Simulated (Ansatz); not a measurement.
**Exchange couplings of Eu (Fm-3m)**

Geometry: a structure from the Materials Project, repeated to hold the magnetic orders; nothing is relaxed.

Settings: PBE, 6×6×6 k mesh, Fermi–Dirac smearing of 0.05 eV. PAW means Ansatz 0.2.0 on its default frozen-core files. Site moments are integrated in spheres about the atoms.

The input and its command:

```yaml
crystal:
  lattice:
    - [-5.5786053828, 0.0, 0.0]
    - [0.0, 0.0, 5.5786053828]
    - [-2.7893026914, 5.5786053828, 2.7893026914]
  atoms:
    - { symbol: Eu, position: [0.0, 0.0, 0.0], spin: 7.0 }
    - { symbol: Eu, position: [0.5, 0.5, 0.0], spin: -7.0 }
    - { symbol: Eu, position: [0.75, 0.25, 0.5], spin: 7.0 }
    - { symbol: Eu, position: [0.25, 0.75, 0.5], spin: -7.0 }
magnetization:
  spin_polarized: true
kpoints:
  mp_grid: { grid: [6, 6, 6] }
scf:
  occupations: { method: fermi_dirac, width: 0.05 }
  lower_state_search: "off"
hamiltonian:
  xc: pbe
  pseudopotentials: { kind: paw }
output:
  eigenvalues: false
  eigenstates:
    nscf_kmesh: { grid: [6, 6, 6] }
    top_band: c100
    exchange_couplings: { magnetic: [{ species: Eu }] }
```

Command: `ansatz run input.yaml --threads 2 --pin off --max-ram 6144MiB --backend cpu --events-out ev --progress --plain --runs-dir out`

Site moments (μB): Eu1 6.96, Eu2 -6.96, Eu3 6.96, Eu4 -6.96. Cell moment 0.00 μB.

Couplings come from the force theorem (directions of the magnetic atoms constrained, all else relaxed) on a 6×6×6 mesh, with E = −Σ J e_i·e_j over ordered pairs of unit vectors, so positive J favours parallel moments.

```tsv
pair	count	J PAW (meV)
Eu1–Eu at 3.94 Å, set 1	4	+7.60
Eu1–Eu at 3.94 Å, set 2	4	+7.82
Eu1–Eu at 3.94 Å, set 3	4	+7.69
Eu1–Eu at 5.58 Å, set 1	4	+0.46
Eu1–Eu at 5.58 Å, set 2	2	+0.59
Eu1–Eu at 6.83 Å, set 1	8	+0.04
Eu1–Eu at 6.83 Å, set 2	8	-0.06
Eu1–Eu at 6.83 Å, set 3	8	-0.01
Eu1–Eu at 7.89 Å, set 1	4	-0.45
Eu1–Eu at 7.89 Å, set 2	8	-0.49
Eu1–Eu at 8.82 Å, set 1	8	+0.07
Eu1–Eu at 8.82 Å, set 2	4	+0.15
Eu1–Eu at 8.82 Å, set 3	4	+0.08
Eu1–Eu at 8.82 Å, set 4	4	+0.04
Eu1–Eu at 8.82 Å, set 5	4	+0.17
```

Pairs at one distance with different couplings are listed as sets.

The program reports that this state isn't the lowest of its own couplings. The gain of the softest rotation is smaller than what its band sum leaves out of a whole turn, though, so more bands could change its sign.

The couplings come from one mesh, and their convergence in k wasn't tested.

Without U a semilocal functional puts the f levels too near the Fermi level, which can change moments and the order of magnetic states; site and cell moments are spin moments. The Ansatz runs typed with the search for lower states off end where their start leads. Spin–orbit coupling is left out although heavy atoms are present. With open f shells a run can end in a state that isn't the lowest. These are results for the start and cell typed. The real compound can order otherwise, in a larger cell, or not at all, since semilocal functionals at zero temperature often overstate magnetism.
